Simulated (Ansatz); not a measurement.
## Varying the input for Cr

All trials start from this Ansatz input:

```yaml
crystal:
  lattice:
    - [2.9688993551, 0.0, 0.0]
    - [0.0, 2.9688993551, 0.0]
    - [0.0, 0.0, 2.9688993551]
  atoms:
    - { symbol: Cr, position: [0.0, 0.0, 0.0], spin: -3.0 }
    - { symbol: Cr, position: [0.5, 0.5, 0.5], spin: 3.0 }
basis:
  ecutwfc: 420
kpoints:
  mp_grid: { grid: [6, 6, 6] }
hamiltonian:
  xc: pbe
scf:
  occupations: { method: gaussian, width: 0.1 }
  lower_state_search: "off"
output:
  forces: true
  stress: true
  eigenvalues: true
  populations: true
magnetization:
  spin_polarized: true
```

Command:

```bash
ansatz run input.yaml --threads 1 --pin off --max-ram 1331MiB --backend cpu --events-out ev --progress --plain --runs-dir out
```

The run converges in 9 SCF iterations on 20 irreducible k-points: pressure -13.78 GPa, no gap, cell moment 0.00 μB.

Settings here are deliberately varied, not converged. Each trial's input is given as a difference from the reference's; energies are extrapolated to zero smearing where there is one, and pressure is positive in compression. Charged cells sit in a uniform background, and their pressures hang on that convention.

Question: Trial 1:

```diff
 basis:
-  ecutwfc: 420
+  ecutwfc: "18 Ha"
 kpoints:
-  mp_grid: { grid: [6, 6, 6] }
+  mp_grid: { kspacing: 0.78 }
 hamiltonian:
+  pseudopotentials: { kind: nc }
 scf:
+  mixing: { algorithm: broyden, ndim: 2 }
+  max_iter: 63
+relax:
+  adjacent_minimum: "off"
+  f_tol: 0.05
+  max_steps: 5
```

How does this run end?

Answer: The relaxation ends after 1 step and 53 SCF iterations, 0.00 meV per atom in free energy under its start, at 13.08 Å³/atom: pressure -70.67 GPa (unreliable at so low a cutoff), cell moment 0.00 μB. It warns that the cutoff lies under the recommended one, 1279 eV for these potentials; that the starting moments were lost; that the SCF threshold is loose for the stress.

Question: Trial 2:

```diff
+total_charge: 1
 basis:
-  ecutwfc: 420
+  ecutwfc: 180
 kpoints:
-  mp_grid: { grid: [6, 6, 6] }
+  mp_grid: { kspacing: 0.33 }
 hamiltonian:
-  xc: pbe
+  xc: revpbe
 scf:
-  occupations: { method: gaussian, width: 0.1 }
+  occupations: { method: methfessel_paxton }
+  n_extra_bands: 1
+  mixing: { algorithm: anderson, beta: 0.38, ndim: 3 }
+  convergence: { dr2_threshold: "1e-8 eV" }
+  max_iter: 76
```

What does the program give?

Answer: The run converges in 20 SCF iterations on 20 irreducible k-points: pressure -7.00 GPa (with the neutralising background of the charged cell) (unreliable at so low a cutoff), no gap, cell moment 0.00 μB. It warns that the cutoff lies under the recommended one, 420 eV for these potentials; that the state wasn't tested for a lower one; that the SCF threshold is loose for the stress.

Question: Trial 3:

```diff
 basis:
+  ecutrho_ratio: 3
 scf:
+  max_iter: 30
+  convergence: { dr2_threshold: "1e-8 eV" }
```

What does the program give?

Answer: The run converges in 10 SCF iterations on 20 irreducible k-points: the reference's energy to 0.01 meV per atom, pressure -13.78 GPa, no gap, cell moment 0.00 μB. It warns that the density cutoff lies under the recommended one; that the SCF threshold is loose for the stress.

Question: Trial 4 (origin moved):

```diff
 crystal:
   atoms:
-    - { symbol: Cr, position: [0.0, 0.0, 0.0], spin: -3.0 }
-    - { symbol: Cr, position: [0.5, 0.5, 0.5], spin: 3.0 }
+    - { symbol: Cr, position: [0.043, 0.096, 0.425], spin: -3.0 }
+    - { symbol: Cr, position: [0.543, 0.596, 0.925], spin: 3.0 }
 basis:
-  ecutwfc: 420
+  ecutwfc: "14 Ha"
 kpoints:
-  mp_grid: { grid: [6, 6, 6] }
+  mp_grid: { grid: [4, 4, 4] }
 hamiltonian:
+  hubbard: { sites: [{ species: Cr, l: d, u_eff: 2.3 }] }
 scf:
-  occupations: { method: gaussian, width: 0.1 }
+  occupations: { method: gaussian, width: 0.037 }
 output:
+  optics: { e_range: [0, 10], sigma: 0.2 }
```

What does the program give?

Answer: The run converges in 12 SCF iterations on 10 irreducible k-points: pressure 21.23 GPa, no gap, cell moment 0.00 μB. It warns that the cutoff lies under the recommended one, 420 eV for these potentials; that the count of filled bands differs between k-points; that optics were asked on partly filled bands. Under a U the state reached may not be the lowest.

Question: Trial 5:

```diff
 hamiltonian:
-  xc: pbe
+  xc: rpbe
 scf:
+  eigensolver: { kind: davidson, full_accuracy: true }
+  convergence: { dr2_threshold: "1e-6 eV" }
+  max_iter: 95
```

What does the program give?

Answer: The run converges in 9 SCF iterations on 20 irreducible k-points: pressure -7.55 GPa, no gap, cell moment 0.00 μB. It warns that the SCF threshold is loose for the forces; that the SCF threshold is loose for the stress.

Question: Trial 6:

```diff
 scf:
-  occupations: { method: gaussian, width: 0.1 }
+  occupations: { method: fermi_dirac, width: "100 K" }
```

What does the program give?

Answer: The run converges in 9 SCF iterations on 20 irreducible k-points: energy 0.18 meV per atom above the reference, pressure -13.73 GPa, no gap, cell moment 0.00 μB.